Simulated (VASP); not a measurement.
SnTe in VASP 6.6.1, single-point calculation

INCAR

```
PREC = Accurate
NBANDS = 17
EDIFF = 1E-6
LASPH = .TRUE.
NELECT = 20.5
NSW = 0
NELM = 95
GGA = PE
SIGMA = 0.02
ISIF = 2
LCHARG = .FALSE.
ENCUT = 520
IBRION = -1
LREAL = .FALSE.
LWAVE = .FALSE.
ISMEAR = -1
```

KPOINTS

```
KPOINTS created by Atomic Simulation Environment
0
Gamma
8 8 8
0 0 0
```

POSCAR

```
Sn Te
 1.0000000000000000
     0.0000000000000000    3.1893303423607891    3.1893303423607891
     3.1893303423607891    0.0000000000000000    3.1893303423607891
     3.1893303423607891    3.1893303423607891   -0.0000000000000000
 Sn  Te
   1   1
Cartesian
 -0.0000000000000000  0.0000000000000000 -0.0000000000000000
  3.1893303423607891  3.1893303423607891  3.1893303423607891
```

The recommended PBE PAW datasets give the neutral cell 20 valence electrons.

Command

```
mpirun -np 1 vasp_std
```

Q: Predict the outcome of this run.

A: It converged. Results: pressure 15.1 GPa.

OSZICAR

```
N       E                     dE             d eps       ncg     rms          rms(c)
DAV:   1     0.132750008449E+03    0.13275E+03   -0.95328E+03   988   0.137E+03
DAV:   2     0.842255483752E+01   -0.12433E+03   -0.12150E+03  1018   0.337E+02
DAV:   3    -0.369211745405E+01   -0.12115E+02   -0.12007E+02  1237   0.924E+01
DAV:   4    -0.405060538329E+01   -0.35849E+00   -0.35806E+00  1179   0.164E+01
DAV:   5    -0.406425978611E+01   -0.13654E-01   -0.13654E-01  1420   0.320E+00    0.663E+00
DAV:   6    -0.403874880062E+01    0.25511E-01   -0.18016E-01  1065   0.155E+00    0.416E+00
DAV:   7    -0.404030147385E+01   -0.15527E-02   -0.30334E-02  1301   0.970E-01    0.791E-01
DAV:   8    -0.404032982803E+01   -0.28354E-04   -0.22604E-03  1193   0.355E-01    0.222E-01
DAV:   9    -0.404051885048E+01   -0.18902E-03   -0.44447E-04  1207   0.122E-01    0.305E-02
DAV:  10    -0.404053312209E+01   -0.14272E-04   -0.30583E-05  1223   0.397E-02    0.208E-02
DAV:  11    -0.404054107844E+01   -0.79563E-05   -0.13814E-05  1106   0.185E-02    0.572E-03
DAV:  12    -0.404054162917E+01   -0.55074E-06   -0.43890E-07  1056   0.412E-03
   1 F= -.40405416E+01 E0= -.40387614E+01  d E =-.356046E-02
```

The cell is charged and sits in a uniform background.

For comparison, a separate PBE run of the intended cell, on usual settings and not on those above, gives a gap of 0.01 eV on its mesh and a pressure of 0.6 GPa.
